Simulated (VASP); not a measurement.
Consider the following.

```
CELL_PARAMETERS angstrom
      0.00000     2.99509     2.99509
      2.99509     0.00000     2.99509
      2.99509     2.99509     0.00000
ATOMIC_POSITIONS crystal
  Zn 0.00000 0.00000 0.00000
  Te 0.25000 0.25000 0.25000
```

All values below come from PBE GGA, VASP's PBE PAW potentials (set 64) (plane waves; VASP). Settings: 480 eV cut-off, 8×8×8 Γ-centred mesh, Gaussian smearing of 0.050 eV, potentials Zn Te.

Problem. Give the stress tensor in GPa (positive for a compressed cell).

Solution. 
```
5.11  0.00  0.00
0.00  5.11  0.00
0.00  0.00  5.11
```
The pressure is its mean diagonal, 5.11 GPa.

The compound is ZnTe in the zinc blende structure. This cell was strained or had an atom moved on purpose.
